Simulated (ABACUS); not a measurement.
Input of an ABACUS 3.10.1 run:

File INPUT:

```
INPUT_PARAMETERS
suffix              InAs
calculation         scf
basis_type          pw
pseudo_dir          ./
latname             fcc
symmetry            1
dft_functional      pbesol
ecutwfc             55
pseudo_rcut         10
nspin               1
nbands              19
ks_solver           dav
smearing_method     fd
smearing_sigma      0.00367493
scf_thr             1e-08
scf_nmax            100
mixing_type         broyden
mixing_beta         0.7
cal_force           1
cal_stress          1
ecutrho             440
out_chg             1
out_pot             2
out_elf             0
kpar                4
```

STRU

```
ATOMIC_SPECIES
In 114.8180 In.pbe-dn-rrkjus_psl.0.2.2.UPF
As 74.9216 As.pbe-n-rrkjus_psl.0.2.UPF

LATTICE_CONSTANT
11.4063868882

ATOMIC_POSITIONS
Direct

In
0.0
1
0.0000000000 0.0000000000 0.0000000000 1 1 1

As
0.0
1
0.2500000000 0.2500000000 0.2500000000 1 1 1
```

Contents of KPT:

```
K_POINTS
0
Gamma
6 6 6 0 0 0
```

Potentials or basis: SSSP 1.3 efficiency PBE, plane waves.

Command:

```console
$ OMP_NUM_THREADS=1 mpirun -np 4 abacus > log
```

Task: Estimate the pressure.

Result: 1.9 GPa.

Task: Predict the band gap on the k mesh.

Result: None (metal or under the smearing width).

Caveat: the potentials were made for another functional, which shifts forces and pressure; this crystal is a semiconductor, whose small gap the functional closes, so the metal is an error of the method.

**The experiment to reproduce.**

A printed reference work, data compilation reports, for a bulk crystal of InAs at 4.2 K: band gap 0.418 eV (direct).

Measured gap of InAs: 0.418 eV (direct; 4.2 K; a printed reference work, data compilation). This calculation gives 0.00 eV (-0.42 eV). Spin-orbit coupling on As, In is left out. The value is that of PBEsol on a finite k mesh, which can miss the band edges, without temperature or zero-point motion. Semilocal functionals fall short of measured gaps as a rule.
